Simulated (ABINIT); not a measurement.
The system is HfO2.

```
CELL_PARAMETERS angstrom
3.55802 0.00000 0.00000
0.00000 3.55802 0.00000
0.00000 0.00000 5.17186
ATOMIC_POSITIONS crystal
Hf 0.00000 0.00000 0.00000
Hf 0.50000 0.50000 0.50000
O 0.00000 0.50000 0.19721
O 0.50000 0.00000 0.30279
O 0.50000 0.00000 0.80279
O 0.00000 0.50000 0.69721
```

Measurements of this composition are mostly on another form, of space group No. 14.

* Program: ABINIT 10.8.3 (patched build)
* Task: relaxation of cell and atoms
* Functional: LDA
* Potentials or basis: JTH PAW LDA v2.0
* Cutoff: 626 eV
* k mesh: 7 × 7 × 4
* Occupations: fermi-dirac, width 0.05 eV
* Spin: no spin polarisation

At the start: pressure -7.9 GPa; volume 10.91 Å³/atom.

Q: How do energy, volume and symmetry change on relaxing?

A: Over 6 steps the energy falls by 10.4 meV/atom and the volume is 10.50 Å³/atom (-3.8 %); space group P4_2/nmc (No. 137, to 0.05 Å).

The path:
| step | energy change (eV) | largest force (eV/Å) | pressure (GPa) | volume (Å³) |
| --- | --- | --- | --- | --- |
| 1 | 0.0000 | 0.0202 | -7.90 | 65.47 |
| 2 | -0.0473 | 0.1187 | -1.62 | 63.90 |
| 3 | -0.0555 | 0.1074 | 0.08 | 63.35 |
| 4 | -0.0617 | 0.0324 | 0.69 | 62.94 |
| 5 | -0.0626 | 0.0089 | 0.13 | 62.98 |
| 6 | -0.0626 | 0.0003 | 0.00 | 63.00 |

Final structure:
```yaml
crystal:
  lattice:
    - [3.52312, 0.00000, 0.00000]
    - [0.00000, 3.52312, 0.00000]
    - [0.00000, 0.00000, 5.07583]
  atoms:
    - { symbol: Hf, position: [0.00000, 0.00000, 0.00000] }
    - { symbol: Hf, position: [0.50000, 0.50000, 0.50000] }
    - { symbol: O, position: [0.00000, 0.50000, 0.20477] }
    - { symbol: O, position: [0.50000, 0.00000, 0.29523] }
    - { symbol: O, position: [0.50000, 0.00000, 0.79523] }
    - { symbol: O, position: [0.00000, 0.50000, 0.70477] }
```
